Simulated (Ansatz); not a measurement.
## Ag under changes of volume

One of the cells (17.048 Å³/atom); the others are scaled copies at fixed shape and fractional positions:

```
Ag
1.0
     0.00000    2.04275    2.04275
     2.04275    0.00000    2.04275
     2.04275    2.04275    0.00000
Ag
1
Direct
  0.00000 0.00000 0.00000
```

```yaml
Program: Ansatz 0.2.0
Functional: Slater exchange only
Potentials_or_basis: all-electron LAPW, scalar-relativistic
Cutoff: 240 eV (chosen from the basis error)
Basis_error_allowed: 0.001 eV/atom
k_mesh: 11 × 11 × 11
Occupations: fermi-dirac, width 0.05 eV
Spin: collinear spin, ferromagnetic start
Starting_moments: "[1.0] μB"
Fixed_moment: 1 μB
```

```csv
volume (Å³/atom),energy over the lowest point (meV/atom),pressure (GPa)
16.025,127.99,19.2
16.366,91.21,15.6
16.707,61.62,12.4
17.048,38.42,9.6
17.389,20.85,7.1
17.730,?,?
18.071,0.00,3.0
```

Task: What does the run at 17.730 Å³/atom give?

Result: Energy over the lowest point 8.25 meV/atom; pressure 5.0 GPa.

Worked out: A Birch-Murnaghan fit of order 3 (a polynomial in V^(-2/3)) to the other rows has no minimum within the range. It gives 8.23 meV/atom at 17.730 Å³/atom, against the run's 8.25, and -dE/dV = 4.9 GPa, against 5.0.

Energies are extrapolated to zero smearing.

Caveats: the total moment is fixed, so each spin has its own Fermi level.
